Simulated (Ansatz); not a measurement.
This is a one-shot G0W0 calculation with Ansatz 0.2.0 on Se (P3_121) from a database of computed structures; the level of theory is G0W0@PBE with 596 empty bands, a screening cutoff of 220 eV and a 6×6×4 mesh. Cell and atoms come from a relaxation with r2SCAN+rVV10.

Input file:
```yaml
crystal:
  lattice:
    - [4.2926573527, 0.0, 0.0]
    - [-2.1463286763, 3.7175503172, 0.0]
    - [0.0, 0.0, 5.0408504727]
  atoms:
    - { symbol: Se, position: [0.2284670362, 0.0, 0.3333333333] }
    - { symbol: Se, position: [0.0, 0.2284670362, 0.6666666667] }
    - { symbol: Se, position: [0.7715329638, 0.7715329638, 0.0] }
kpoints:
  mp_grid: { grid: [6, 6, 4] }
hamiltonian:
  xc: pbe
scf:
  occupations: { method: fixed }
gw:
  n_empty_bands: 596
  ecut_chi: 220
  qp_bands: [v2, c2]
  qp_kpoints: band_edges
  screening: { model: godby_needs }
```

Wall time 90 s on 1 × NVIDIA H100 80GB HBM3 with 4 threads of AMD EPYC 7R13 Processor (Zen 3) (shared host), load about 2.9 per core; peak host memory 6.6 GiB.

**Question.** What does the program print?

**Answer.** Abridged output:
```
Functional definition: PBE
Crystal: 3 atoms, lattice volume = 80.443 Å³
Basis set: ecut = 420 eV, 1547 PW (Γ)
Bands: 29, of which v1, the nominal top of the filled ones, is band 24 counted from 1 (23 counted from 0)
Symmetry: 6 space group operations
Space group: P3121 (ITA 152)
k-points: 24 of 144 (time reversal used)
SCF converged after 6 iterations
Free energy (F): -16407.205675 eV
Fermi energy:    7.073989 eV
--- G₀W₀: ω_p = 28.6837 eV, 144 q-points, 596 empty bands' worth ---
    ik  band        ε_KS         Σx   Σc(E_QP)       V_xc       Z   E_QP_lin       E_QP  E_QP is
     0    23      5.1295   -17.1304     2.3947   -13.9712  0.7640     4.3599     4.3650  root
     0    24      6.6938   -17.5593     1.8487   -15.0095  0.7706     5.9893     5.9928  root
     0    25      8.8574   -10.9109    -4.1232   -15.1263  0.7767     8.9496     8.9495  root
     0    26      8.8574   -10.9109    -4.1232   -15.1263  0.7767     8.9496     8.9495  root
     2    23      5.6176   -16.8932     2.0966   -14.0646  0.7679     4.8813     4.8857  root
     2    24      5.8869   -17.5110     2.1343   -14.6522  0.7673     5.1584     5.1624  root
     2    25      8.2682   -10.8740    -3.7198   -14.6175  0.7787     8.2919     8.2919  root
     2    26      8.3093    -9.7709    -3.7822   -13.5179  0.7879     8.2741     8.2741  root
     3    23      5.5426   -17.4728     1.9426   -14.8255  0.7683     4.8342     4.8380  root
     3    24      6.4749   -17.3720     1.8257   -14.8469  0.7705     5.7721     5.7755  root
     3    25      8.7872   -10.5234    -3.9820   -14.5504  0.7810     8.8322     8.8322  root
     3    26      8.8822   -10.8193    -4.0243   -14.9079  0.7788     8.9465     8.9465  root
     4    23      5.7400   -17.3325     1.9346   -14.6935  0.7688     5.0320     5.0356  root
     4    24      6.2593   -17.0117     1.6516   -14.6762  0.7726     5.5722     5.5754  root
     4    25      8.5610   -11.0486    -3.7137   -14.7681  0.7793     8.5668     8.5668  root
     4    26      8.6923   -10.1446    -3.9156   -14.0733  0.7841     8.7054     8.7053  root
     5    23      5.6359   -16.9445     1.9025   -14.3390  0.7695     4.9292     4.9329  root
     5    24      5.8997   -17.1645     1.9160   -14.5419  0.7693     5.1895     5.1931  root
     5    25      8.4957   -10.9716    -3.6886   -14.6537  0.7803     8.4891     8.4891  root
     5    26      8.7072   -10.2502    -3.8971   -14.1570  0.7827     8.7169     8.7169  root
     7    23      5.4220   -17.1996     1.8362   -14.6683  0.7695     4.7234     4.7269  root
     7    24      6.1723   -17.3643     1.8382   -14.8279  0.7699     5.4706     5.4741  root
     7    25      8.9212   -10.5412    -3.9379   -14.5083  0.7815     8.9504     8.9504  root
     7    26      9.1956   -10.4827    -4.0442   -14.5706  0.7803     9.2393     9.2392  root
     8    23      5.5087   -16.8717     1.7910   -14.3969  0.7702     4.8215     4.8249  root
     8    24      6.6501   -17.2803     1.3095   -15.3310  0.7747     6.0079     6.0104  root
     8    25      8.6091   -10.9474    -3.6096   -14.5258  0.7823     8.5779     8.5779  root
     8    26      9.2630   -10.5886    -4.0890   -14.7347  0.7794     9.3201     9.3201  root
    11    23      5.3709   -17.0708     1.8297   -14.5426  0.7697     4.6688     4.6724  root
    11    24      6.0845   -17.3834     1.8194   -14.8693  0.7701     5.3863     5.3897  root
    11    25      8.9258   -10.4085    -3.9088   -14.3316  0.7831     8.9401     8.9401  root
    11    26      9.3261   -10.4514    -4.0435   -14.5377  0.7800     9.3689     9.3689  root
    13    23      5.6032   -16.7447     1.9023   -14.1286  0.7705     4.8855     4.8893  root
    13    24      7.0740   -17.1515     0.9685   -15.5832  0.7780     6.4724     6.4742  root
    13    25      8.5890   -11.7115    -3.7305   -15.4835  0.7775     8.6305     8.6305  root
    13    26      9.8795   -10.9544    -4.1068   -15.0931  0.7764     9.9113     9.9113  root
  […]
```
Iteration counts and the last digits belong to this one run.

The points are ik 0 = (0, 0, 0) (Γ), ik 2 = (0, 0, -1/2), ik 3 = (0, 1/6, 0), ik 4 = (0, 1/6, 1/4), ik 5 = (0, 1/6, -1/2), ik 7 = (0, 1/3, 0), ik 8 = (0, 1/3, 1/4), ik 11 = (0, -1/2, 0), ik 13 = (0, -1/2, -1/2), ik 19 = (1/6, 1/3, -1/2), ik 23 = (1/3, 1/3, -1/2); band 24 is the last filled one.

The quasiparticle gap on this mesh is 1.48 eV (k = (0, -1/2, -1/2) to k = (1/3, 1/3, -1/2)), against 0.84 eV from PBE: +0.64 eV. Renormalisation factors Z lie between 0.76 and 0.79. G0W0 values are finite-basis, finite-mesh values.

Spin-unpolarised throughout; all numbers are computed.

Spin-orbit coupling is left out.

For so narrow a gap this mesh doesn't settle the screening, and the bands and cutoff are finite.
